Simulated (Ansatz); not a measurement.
Crystal: TiTe.

```
Te Ti
1.0
     3.84200    0.00000    0.00000
    -1.92100    3.32727    0.00000
     0.00000    0.00000    6.40300
Te Ti
2 2
Direct
  0.66667 0.33333 0.75000
  0.33333 0.66667 0.25000
  0.00000 0.00000 0.50000
  0.00000 0.00000 0.00000
```

```yaml
Program: Ansatz 0.2.0
Task: single point
Functional: PBEsol
Potentials_or_basis: all-electron LAPW, scalar-relativistic
Cutoff: 250 eV (chosen from the basis error)
Basis_error_allowed: 0.001 eV/atom
k_mesh: 8 × 8 × 4
Occupations: fermi-dirac, width 0.05 eV
Spin: no spin polarisation
```

On this cell: pressure 3.4 GPa; largest force under 0.003 eV/Å; band gap on the k mesh none (metal or under the smearing width).

The same run follows on a disturbed copy (atoms moved at random, drawn with an rms of 0.05 Å):

```
Te Ti
1.0
     3.84200    0.00000    0.00000
    -1.92100    3.32727    0.00000
     0.00000    0.00000    6.40300
Te Ti
2 2
Direct
  0.67805 0.33332 0.75643
  0.33955 0.66616 0.24633
  0.00562 0.00333 0.49866
  0.98977 0.99807 0.00130
```

Task: What changes?

Result: The energy (extrapolated to zero smearing) moves by +9.8 meV/atom; pressure 3.6 GPa; largest force 0.676 eV/Å; band gap on the k mesh none (metal or under the smearing width).

Forces on the atoms (eV/Å):
```
Te  -0.417  0.041 -0.530
Te  -0.241  0.010  0.408
Ti   0.051 -0.105  0.148
Ti   0.607  0.054 -0.025
```

Stress tensor (GPa, compression positive):
```
 1.77 -0.30  0.02
-0.30  1.73 -0.14
 0.02 -0.14  7.44
```
